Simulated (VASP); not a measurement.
The system is ZnS.

```
Zn S
1.0
     0.00000    2.70200    2.70200
     2.70200    0.00000    2.70200
     2.70200    2.70200    0.00000
Zn S
1 1
Direct
  0.75000 0.75000 0.75000
  0.00000 0.00000 0.00000
```

A sound run:

```yaml
Program: VASP 6.6.1
Task: dielectric tensor
Functional: PBE
Potentials_or_basis: VASP PAW PBE potentials, release 64 (Zn, S)
Cutoff: 800 eV
k_mesh: 12 × 12 × 12
Occupations: gaussian, width 0.01 eV
Spin: no spin polarisation
```

It gives band gap on the k mesh 2.12 eV, direct.

What do these careless settings give instead: cutoff 300 eV in place of 800 eV; k mesh 6 × 6 × 6 in place of 12 × 12 × 12?

Band gap on the k mesh 2.11 eV, direct. The run converged, but these numbers show the error of the settings and aren't properties of the crystal.
